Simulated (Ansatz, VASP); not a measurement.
**KF (Carobbiite): VASP beside Ansatz**

```
CELL_PARAMETERS angstrom
0.00000 2.61731 2.61731
2.61731 0.00000 2.61731
2.61731 2.61731 0.00000
ATOMIC_POSITIONS crystal
K 0.00000 0.00000 0.00000
F 0.50000 0.50000 0.50000
```

Change from the starting cell: volume scaled by 0.94.

Alike in both runs: task single point; functional PBE; k mesh 9 × 9 × 9; occupations fermi-dirac, width 0.05 eV; no spin polarisation.

|  | VASP | Ansatz |
| --- | --- | --- |
| version | VASP 6.6.1 | Ansatz 0.2.0 |
| potentials or method | VASP PAW PBE potentials, release 64 (K_sv, F) | Ansatz PAW |
| plane-wave cutoff (eV) | 520 | 420 |
| valence electrons in the cell | 16 | 16 |

|  | VASP | Ansatz | Ansatz less VASP |
| --- | --- | --- | --- |
| gap on the k mesh at the Fermi level (eV) | 6.50 | 6.52 | +0.018 |
| least direct gap on the mesh (eV) | 6.50 | 6.52 | +0.018 |
| pressure (GPa) | 4.0 | 3.9 | -0.11 |

Caveats: an odd mesh through Γ misses points on the zone boundary, where band edges often lie (VASP); odd divisions of the mesh miss points on the zone boundary, where band edges often lie, so the gap on the mesh can be too wide (Ansatz); the pressure holds a Pulay correction of +0.3 GPa for the finite cutoff (Ansatz).
